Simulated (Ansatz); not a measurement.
MoSi2 and the effect of the pressure

The cell as given:

It takes space group I4/mmm (No. 139, tetragonal). The conventional cell has a = 3.200 Å, b = 3.200 Å, c = 7.861 Å, α = 90.00°, β = 90.00°, γ = 90.00°. Mo (site symmetry 4/mmm) is surrounded by 10 Si at 2.62 Å. Around Si (site symmetry 4mm) lie 5 Si at 2.61 to 2.63 Å and 5 Mo at 2.62 Å.

Kept alike: task relaxation of cell and atoms; functional PBE; k mesh 12 × 12 × 12; occupations fermi-dirac, width 0.05 eV; no spin polarisation. Program: Ansatz, Ansatz PAW, cutoff 420 eV. The mesh is that of the run's cell of 3 atoms. No spin-orbit coupling.

| pressure, P (GPa) | volume (Å³/atom) |
| --- | --- |
| 0 | 13.579 |
| 2 | 13.450 |
| 5 | 13.267 |
| 10 | 12.990 |
| 20 | ? |
| 30 | 12.113 |

The relaxations keep at least the cell's symmetry (I4/mmm). For a metal such a mesh leaves the last digits unconverged. The runs follow the start's structure, whether or not it is the stable one at these pressures. P is the pressure aimed at, which the runs meet within some hundredths to tenths of a GPa.

Task: Fit the rows shown and predict the run at 20 GPa.

Result: Murnaghan's form V = V0 (1 + B′P/B0)^(-1/B′) through the rows shown has V0 = 13.5789, B0 = 205.3 GPa and B′ = 4.15 (largest miss 0.0005); at P = 20 it gives 12.512 Å³/atom. The run gave: volume 12.513 Å³/atom.
